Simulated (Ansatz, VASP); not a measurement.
**Pt in VASP and in Ansatz**

The input INCAR:

```
SYSTEM = Pt
PREC     = Accurate       ! precision mode
ENCUT    = 520            ! plane-wave cutoff, eV
EDIFF    = 1E-6           ! SCF threshold, eV
ISMEAR   = -1             ! smearing method
SIGMA    = 0.05           ! smearing width, eV
LREAL    = .FALSE.        ! projectors in reciprocal space
LASPH    = .TRUE.         ! aspherical terms in the spheres
NELM     = 80             ! most SCF steps
ALGO     = Normal         ! electronic algorithm
ISIF     = 2              ! what is computed and relaxed
LWAVE    = .FALSE.        ! write WAVECAR
LCHARG   = .FALSE.        ! write CHGCAR
GGA      = PE             ! functional
NBANDS   = 11             ! bands
```

KPOINTS

```
Automatic mesh
0
G
  16 16 16
  0 0 0
```

The input POSCAR:

```
Pt
1.0
    0.0000000000      1.8426923323      1.8426923323
    1.8426923323      0.0000000000      1.8426923323
    1.8426923323      1.8426923323      0.0000000000
Pt
1
Direct
    0.0000000000      0.0000000000      0.0000000000
```

Input for Ansatz:

```yaml
crystal:
  lattice:
    - [0.0, 1.8426923323, 1.8426923323]
    - [1.8426923323, 0.0, 1.8426923323]
    - [1.8426923323, 1.8426923323, 0.0]
  atoms:
    - { symbol: Pt, position: [0.0, 0.0, 0.0] }
kpoints:
  mp_grid: { grid: [16, 16, 16] }
scf:
  occupations: { method: fermi_dirac, width: 0.05 }
hamiltonian:
  xc: pbe
  pseudopotentials: { kind: all_electron, lapw: { basis_error: 0.001 } }
output:
  forces: true
  stress: true
  eigenvalues: true
  populations: true
```

Change from the starting cell: volume scaled by 0.8, LAPW.

Alike in both runs: task single point; functional PBE; k mesh 16 × 16 × 16; occupations fermi-dirac, width 0.05 eV; no spin polarisation.

```csv
,VASP,Ansatz
version,VASP 6.6.1,Ansatz 0.2.0
potentials or method,"VASP PAW PBE potentials, release 64 (Pt)","all-electron LAPW, scalar-relativistic"
plane-wave cutoff (eV),520,see its input
```

Ansatz gave:

* pressure (GPa): 100.5

**Question.** Estimate VASP's values.

**Answer.** Pressure (GPa): 100.2.

Ansatz ran all-electron here, so the differences hold the error of VASP's frozen core and of both bases.

Caveats: the cell as given lies far from equilibrium; so large a pressure means that the cell lies far from this level's equilibrium, or that cutoff or potentials fall short (VASP). The runs have no spin-orbit coupling, so splittings on Pt are missing.
